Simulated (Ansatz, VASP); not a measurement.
# BAs in two plane-wave programs, part 2 of 2

One calculation is typed for both programs; each brings its own data sets and cutoff. How far apart do they land? The cell is a member of a volume series, scaled by 1.015 from a relaxed one, so a pressure remains. Other levels of theory on this material are compared in a session of their own.

VASP 6.6.1 and Ansatz 0.2.0.

So far. Step 2 (Ansatz: single point, PBEsol, volume scaled by 1.015): The run ends at a pressure of -2.87 GPa. Step 6 (Ansatz: single point, r2SCAN, volume scaled by 1.015): The run ends at a pressure of -2.27 GPa.

## 7. Side by side

What differs besides the data sets and the points named for the pairs above, as far as they apply: VASP keeps PBE cores, Ansatz makes them for the functional; the cutoff is 500 eV in Ansatz and 450 eV in VASP. Total energies have different zeros and are not compared.

Both answers:

| quantity | Ansatz | VASP | difference |
| --- | --- | --- | --- |
| pressure (GPa) | -2.27 | -2.05 | -0.22 |
| gap on the k mesh (eV) | 1.402 | 1.402 | 0.000 |

A gap on the mesh is an upper bound, since the band edges may lie between its points.

## 8. Ansatz: single point, r2SCAN with rVV10, volume scaled by 0.985

A single point gives forces, pressure and levels at one fixed geometry, so differences don't come from the geometry; what else differs is listed under the comparison. The cell compared in this pair holds 26.89 Å³, against 27.83 Å³ for the pair before.

The cell is a member of a volume series, scaled by 0.985 from a relaxed one, so a pressure remains.

File input.yaml:

```yaml
crystal:
  lattice:
    - [0.0, 2.37782882, 2.37782882]
    - [2.37782882, 0.0, 2.37782882]
    - [2.37782882, 2.37782882, 0.0]
  atoms:
    - { symbol: As, position: [0.75, 0.75, 0.75] }
    - { symbol: B, position: [0.0, 0.0, 0.0] }
hamiltonian:
  xc: r2scan
  pseudopotentials: { kind: paw }
  dispersion: rvv10
kpoints:
  mp_grid: { grid: [8, 8, 8] }
scf:
  occupations: { method: gaussian, width: 0.03 }
  n_extra_bands: 4
output:
  forces: true
  stress: true
  eigenvalues: true
```

Launch:

```console
$ ansatz run input.yaml --threads 2 --pin off --max-ram 4608MiB --backend cpu --events-out ev --progress --plain --runs-dir out
```

Numbers of over 12 decimals in the logs are rounded to 6 here.

Output:

```text
[...]
Crystal: 2 atoms, lattice volume = 26.889 Å³
Basis set: ecut = 500 eV, 701 PW (Γ), exchange–correlation on 120×120×120 points (64 copies of the dense FFT grid, shifted against one another)
Bands: 13, of which v1, the nominal top of the filled ones, is band 9 counted from 1 (8 counted from 0)
Symmetry: 24 space group operations
[...]
--- Band table (eV; the first three rows and the last of 29) ---
  k-point 0: bands = [... 5 lower, -5.0533, 11.2520, 11.2520, 11.2520, 14.7007, 14.7007, 14.7007, 16.5440]
  k-point 1: bands = [... 5 lower, -4.7803, 9.1618, 10.7757, 10.7757, 14.9545, 15.3284, 15.3284, 17.8122]
  k-point 2: bands = [... 5 lower, -3.9843, 6.0027, 10.0088, 10.0088, 14.6620, 16.1894, 16.1894, 19.8707]
  k-point 28: bands = [... 5 lower, -0.3343, 2.5769, 5.4117, 5.7157, 16.9263, 17.7829, 18.4399, 18.7404]
[key lines of the parts left out:]
SCF converged after 6 iterations
Free energy (F): -5020.001732 eV
Fermi energy:    11.919109 eV
P = ⅓ Tr σ = 1.7533 GPa (17.533 kbar)
```

Wall time 2.7 s (2 threads of Arm Neoverse V1, shared host); peak memory 0.41 GiB.

The run ends at a pressure of 1.75 GPa.

## 9. VASP: single point, r2SCAN with rVV10, volume scaled by 0.985

The same cell, functional, mesh and smearing now go to VASP, with its own data sets and cutoff.

The input asks for a relaxation, which ended at its first step since no free force or stress exceeded the threshold; so it serves as a single point.

File INCAR:

```
SYSTEM = BAs
PREC = Accurate
ENCUT = 450
EDIFF = 1E-06
NELM = 100
ISMEAR = 0
SIGMA = 0.03
LREAL = .FALSE.
ALGO = Normal
METAGGA = R2SCAN
LUSE_VDW = .TRUE.
IVDW_NL = 2
BPARAM = 11.95
CPARAM = 0.0093
LASPH = .TRUE.
NBANDS = 10
LORBIT = 11
LWAVE = .FALSE.
LCHARG = .FALSE.
KPAR = 4
IBRION = 2
NSW = 30
ISIF = 4
EDIFFG = -0.01
```

File POSCAR:

```
BAs
1.0
    0.0000000000      2.3778288153      2.3778288153
    2.3778288153      0.0000000000      2.3778288153
    2.3778288153      2.3778288153      0.0000000000
As B
1 1
Direct
    0.7500000000      0.7500000000      0.7500000000
    0.0000000000      0.0000000000      0.0000000000
```

File KPOINTS:

```
Automatic mesh
0
Gamma
8 8 8
0 0 0
```

PAW data sets: As and B (PBE family, release 64).

Launch:

```console
$ mpirun -np 4 vasp_std
```

Output:

```text
[banner, memory and clock lines left out]
running    4 mpi-ranks, on    1 nodes
[...]
|                                                                             |
|               ----> ADVICE to this user running VASP <----                  |
|                                                                             |
|     You have switched on vdW-DFT.                                           |
|     This routine was written and supplied by Jiri Klimes. We recommend      |
|     that you carefully read and cite the following publications:            |
|       J. Klimes, D.R. Bowler, A. Michelides                                 |
|          J. Phys.: Cond Matt. 22 022201 (2010)                              |
|       J. Klimes, D.R. Bowler, A. Michelides                                 |
|          Phys. Rev. B. 83, 195131 (2011)                                    |
|     and references therein.                                                 |
|                                                                             |

[...]
DAV:   9    -0.221326635607E+02   -0.17304E-03   -0.37232E-04   680   0.153E-01    0.453E-02
Total rVV10 correction in eV:      0.1146143    10.0781823
Total rVV10 correction in eV:      0.1146143    10.0781823
Total rVV10 correction in eV:      0.1146143    10.0781823
Total rVV10 correction in eV:      0.1146143    10.0781823
DAV:  10    -0.221327096658E+02   -0.46105E-04   -0.31484E-05   658   0.547E-02    0.162E-02
Total rVV10 correction in eV:      0.1146915    10.0781823
Total rVV10 correction in eV:      0.1146915    10.0781823
Total rVV10 correction in eV:      0.1146915    10.0781823
Total rVV10 correction in eV:      0.1146915    10.0781823
DAV:  11    -0.221327102663E+02   -0.60049E-06   -0.51643E-06   678   0.213E-02
Total rVV10 correction in eV:      0.1147017    10.0781823
Total rVV10 correction in eV:      0.1147017    10.0781823
Total rVV10 correction in eV:      0.1147017    10.0781823
Total rVV10 correction in eV:      0.1147017    10.0781823
Total rVV10 correction in eV:      0.1147003    10.0781823
Total rVV10 correction in eV:      0.1147003    10.0781823
Total rVV10 correction in eV:      0.1147003    10.0781823
Total rVV10 correction in eV:      0.1147003    10.0781823
   1 F= -.22132710E+02 E0= -.22132710E+02  d E =-.221327E+02
[...]
reached required accuracy - stopping structural energy minimisation
```

From OUTCAR (step 9):

```text
  Total        0.3807838      0.3807838      0.3807838      0.0000000      0.0000000     -0.0000000
  in kB       22.6891012     22.6891012     22.6891012      0.0000000      0.0000000     -0.0000000
  external PRESSURE =      22.6891012 kB  Pullay stress =       0.0000000 kB

 POSITION                                       TOTAL-FORCE (eV/Angst)
 -----------------------------------------------------------------------------------
      3.56674      3.56674      3.56674        -0.000000     -0.000000     -0.000000
      0.00000      0.00000      0.00000         0.000000      0.000000      0.000000
 -----------------------------------------------------------------------------------
    total drift:                               -0.000000     -0.000000     -0.000000

  FREE ENERGIE OF THE ION-ELECTRON SYSTEM (eV)
  ---------------------------------------------------
  free  energy   TOTEN  =       -22.1327102663 eV

  energy  without entropy=      -22.1327102663  energy(sigma->0) =      -22.13271027

[... 2 parts as in an earlier step ...]

[... 2 further parts left out ...]
[key lines of the parts left out:]
E-fermi :   6.3952
```

## 10. Side by side

The two programs side by side:

| quantity | Ansatz | VASP | difference |
| --- | --- | --- | --- |
| pressure (GPa) | 1.75 | 2.27 | -0.52 |
| gap on the k mesh (eV) | 1.335 | 1.333 | +0.002 |

A gap on the mesh is an upper bound, since the band edges may lie between its points.

## 11. Results

* difference in gap on the k mesh (single point, PBEsol, volume scaled by 1.015): 0.012 eV
* difference in pressure (single point, PBEsol, volume scaled by 1.015): -0.84 GPa
* difference in gap on the k mesh (single point, r2SCAN, volume scaled by 1.015): -2.7e-4 eV
* difference in gap on the k mesh (single point, r2SCAN with rVV10, volume scaled by 0.985): 0.0022 eV
* difference in pressure (single point, r2SCAN with rVV10, volume scaled by 0.985): -0.52 GPa

In words: The difference in pressure is -0.84 GPa (single point, PBEsol, volume scaled by 1.015), within the 1 GPa picked in this series as the mark of a large difference. 3 further runs of this series are not shown here. How closely two codes agree says nothing of how well the functional describes the real material.

[Lines on the potential files, build, host, timing and source positions are cut from VASP's logs without a mark.]

[Logs are printed without paths, hosts, clocks, repeated set-up lines and the standing remarks that a program may print on its own settings, such as how far it seeks lower states.]

[Hosts, paths, dates, database ids (printed as entryN), source tags and the programs' standing remarks are cut or masked in the printed files.]
